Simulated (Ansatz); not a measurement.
A 4-atom cell of SiC (P6_3mc) from a materials database, relaxed with r2SCAN in Ansatz. It is hexagonal, P6_3mc (No. 186); a = 3.075 Å, c = 5.048 Å in the conventional setting, 10.34 Å³ an atom. Around Si lie 4 C at 1.88–1.90 Å; around C lie 4 Si at 1.88–1.90 Å.

The axes x, y and z are those of this cell:
```xyz
4
Lattice="3.0754 0.0000 0.0000 -1.5377 2.6633 0.0000 0.0000 0.0000 5.0481" Properties=species:S:1:pos:R:3 pbc="T T T"
Si    0.0000    1.7756    2.5220
Si    1.5377    0.8878    5.0460
C     0.0000    1.7756    4.4192
C     1.5377    0.8878    1.8951
```

Unstrained: With PBE the valence top lies at Γ and the conduction bottom at K, 2.277 eV higher; the smallest vertical gap, at M, is 3.978 eV. With r2SCAN the valence top lies at Γ and the conduction bottom at K, 2.653 eV higher; the smallest vertical gap, at M, is 4.476 eV. HSE06 gives an indirect gap of 3.160 eV, from Γ to K; the least direct gap is 5.060 eV at M. Meshes: PBE 12×12×6, r2SCAN 12×12×6, HSE06 6×6×4. Strains are changes of length per length, and xy shears are angles. After each strain the atoms were relaxed again with r2SCAN within the symmetry that the strain leaves, so tilts or polar shifts that break it weren't tested; points keep the names that they have in the unstrained zone. Calculated for a static, non-magnetic cell.

Q: Estimate what xy shear, engineering strain (angle) -1.71 % does to the gap.

A: PBE: the gap goes from 2.277 to 2.203 eV (-0.074 eV); the edges go from Γ → K to Γ → (1/3, 0.331, 0); with r2SCAN the top three valence levels at Γ, grouped 2+1 from the top over 112 meV, become 1+1+1 over 189 meV. r2SCAN: the gap goes from 2.653 to 2.576 eV (-0.077 eV); the edges go from Γ → K to Γ → (1/3, 0.331, 0). HSE06: the gap goes from 3.160 to 3.086 eV (-0.074 eV); the edges go from Γ → K to Γ → (1/3, 0.331, 0). The r2SCAN energy rises by 2.0 meV an atom.

Q: Apply isotropic -4.32 % on every length. How far does the gap move, against the unstrained cell?

A: PBE: the gap goes from 2.277 to 2.019 eV (-0.258 eV); with r2SCAN the top three valence levels at Γ, grouped 2+1 from the top over 112 meV, become 2+1 over 123 meV. r2SCAN: the gap goes from 2.653 to 2.437 eV (-0.216 eV). HSE06: the gap goes from 3.160 to 2.937 eV (-0.223 eV). The r2SCAN energy rises by 140.0 meV an atom.

The meshes of the hybrids are coarse, so their gaps aren't converged to the digits shown.

The splittings at Γ are without spin-orbit coupling, which regroups them where it is of like size or larger.
